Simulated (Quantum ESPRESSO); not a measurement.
# SiC (Moissanite): zone-centre phonons under several settings

```xyz
4
Lattice="3.0760 0.0000 0.0000 -1.5380 2.6639 0.0000 0.0000 0.0000 5.0480" Properties=species:S:1:pos:R:3 pbc="T T T"
Si    1.5380    0.8880    2.5240
Si    0.0000    1.7759    0.0000
C     1.5380    0.8880    4.4675
C     0.0000    1.7759    1.9435
```

All runs used Quantum ESPRESSO 7.5; potentials PseudoDojo 0.4.1 SR PBE standard; k mesh 6 × 6 × 4, shifted; no spin polarisation; cutoff 1116 eV; occupations smeared at first, fixed for the response.

| level | geometry | volume (Å³/atom) | pressure (GPa) | lowest optical mode without the field (cm⁻¹) | highest optical mode without the field (cm⁻¹) | sum of the Born charges (e) |
| --- | --- | --- | --- | --- | --- | --- |
| RPBE | given cell, atoms relaxed | 10.34 | 4.3 | 258 | 832 | -0.19 |
| WC | relaxed cell | ? | 0.0 | ? | ? | ? |
| WC | given cell, atoms relaxed | 10.34 | 1.6 | 253 | 829 | -0.21 |
| AM05 | relaxed cell | 10.36 | 0.0 | 252 | 827 | -0.21 |

What stands in the row left open?

Volume 10.41 Å³/atom; lowest optical mode without the field 253 cm⁻¹; highest optical mode without the field 823 cm⁻¹; sum of the Born charges -0.21 e.

Caveats: the potentials were made for another functional, which shifts forces and pressure; the cell is more than 3 GPa from zero pressure, which shifts response properties (some runs).

For the row left open. Caveat: the mesh is thin for the dielectric tensor, Born charges and intensities, which usually come out too large; the potentials were made for another functional, which shifts forces and pressure; the Born charges break their sum rule by 0.21 e, a sign of too thin a mesh.
